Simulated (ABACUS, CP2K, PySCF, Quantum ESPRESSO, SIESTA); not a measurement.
## The bulk modulus of PbS, sorted by core time

```
Pb S
1.0
     0.00000    2.96575    2.96575
     2.96575    0.00000    2.96575
     2.96575    2.96575    0.00000
Pb S
1 1
Cartesian
  0.0000 0.0000 0.0000
  2.9657 2.9657 2.9657
```

```csv
rung,level,program and potentials,cutoff (eV),k mesh,smearing,core time,chip,bulk modulus (GPa),notes
GGA,RGE2,"Quantum ESPRESSO, PseudoDojo 0.4.1 SR PBE standard",762,8 × 8 × 8,fermi-dirac 0.05,1.8 min,AMD EPYC 7B13 Zen 3,55.9,potentials made for PBE
GGA,B86bPBE,"ABACUS, PseudoDojo NC SR 0.4.1 PBE standard, plane waves",857,6 × 6 × 6,fermi-dirac 0.05,1.9 min,Intel Xeon Platinum 8488C Sapphire Rapids,52.4,potentials made for PBE
meta-GGA,r2SCAN,"CP2K, POTENTIAL_UZH Pb GTH-SCAN-q4, S GTH-SCAN-q6; TZVP-MOLOPT-SCAN-GTH basis",-,8 × 8 × 8,fermi-dirac 0.01,2.3 min,AMD EPYC 9R45 Zen 5,57.5,atomic basis
GGA,PBEsol,"SIESTA, files PseudoDojo sr-pbesol-0.4.1-standard, DZP (energy shift 0.003 Ry; two zetas on semicore shells)",-,8 × 8 × 8,fermi-dirac 0.05,2.6 min,Intel Xeon 6975P-C Granite Rapids,58.8,atomic basis
GGA,PBE,"SIESTA, files PseudoDojo sr-pbe-0.4.1-standard, DZP (energy shift 0.003 Ry; two zetas on semicore shells)",-,8 × 8 × 8,fermi-dirac 0.05,2.8 min,Intel Xeon 6975P-C Granite Rapids,53.0,atomic basis
GGA + dispersion,BP86+D3(BJ),"Quantum ESPRESSO, PseudoDojo 0.4 SR PBE stringent",1225,8 × 8 × 8,fixed,4 min,AMD EPYC 7B13 Zen 3,64.5,potentials made for PBE
GGA,PBEsol,"ABACUS, PseudoDojo NC SR 0.4.1 PBEsol standard, plane waves",857,8 × 8 × 8,fermi-dirac 0.05,6 min,Intel Xeon Platinum 8259CL Skylake/Cascade Lake,59.3,-
LDA,LDA,"PySCF, DZVP-MOLOPT-SR/GTH-PBE (potentials made for PBE)",-,5 × 5 × 5,fermi-dirac 0.05,9.6 min,Intel Xeon 6975P-C Granite Rapids,58.5,coarse mesh; atomic basis; potentials made for PBE
```

Times are single runs on shared hosts and different chips, so they are rough; meshes, cutoffs and the tasks' sizes weigh on the time. Task: equation of state. All rows: no spin polarisation. Smearing widths are in eV. The cell comes from a database and isn't always the measured one. Meshes differ between rows, which moves values too. Meshes are those of the run's cell of 2 atoms unless a note names another. Runs on faulty files, with rough fits or with known faults for this quantity aren't shown. No row holds spin-orbit coupling.

By rung: GGA 52.4 to 59.3; GGA + dispersion 64.5; LDA on coarse meshes 58.5; GGA in atomic bases 53.0 to 58.8; meta-GGA in atomic bases 57.5 (GPa).
